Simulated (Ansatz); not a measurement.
**GaN under pressure**

Theory: DFT PBE, scalar-relativistic, plane waves, PAW in Ansatz 0.2.0. Settings: 420 eV cutoff, 10×10×10 k-mesh, Gaussian smearing of 0.02 eV, no spin polarisation.

Reference structure (relaxed):

```
CELL_PARAMETERS angstrom
0.00000 2.27424 2.27424
2.27424 0.00000 2.27424
2.27424 2.27424 0.00000
ATOMIC_POSITIONS crystal
Ga 0.00000 0.00000 0.00000
N 0.75000 0.75000 0.75000
```

Cell and atoms are relaxed at each pressure within the symmetry of the start, at zero temperature, so transitions that lower the symmetry aren't seen. The k-mesh given is that at zero pressure and may differ at others. a, b and c are the lengths of the cell vectors above. Gaps are Kohn–Sham gaps over the whole zone.

```
P (GPa) V (Å³/atom) V/V0  a (Å) b (Å) c (Å)
     -2        11.91  1.012  3.229  3.229  3.229
      0        11.76  1.000  3.216  3.216  3.216
      2        11.63  0.989  3.204  3.204  3.204
      5        11.44  0.973  3.187  3.187  3.187
     10        11.17  0.949  3.161  3.161  3.161
     20        10.70  0.910  3.117  3.117  3.117
     40        10.00  0.850  3.046  3.046  3.046
```

What bulk modulus and pressure derivative fit these points?

A third-order Birch–Murnaghan fit gives B0 = 172 GPa and B0' = 4.3.

What does pressure do to the gap?

The gaps are 1.46 eV at -2 GPa, 1.54 eV at 0 GPa, 1.61 eV at 2 GPa, 1.72 eV at 5 GPa, 1.87 eV at 10 GPa, 2.14 eV at 20 GPa, 2.58 eV at 40 GPa.

This zinc-blende form isn't the usual stable structure of the compound.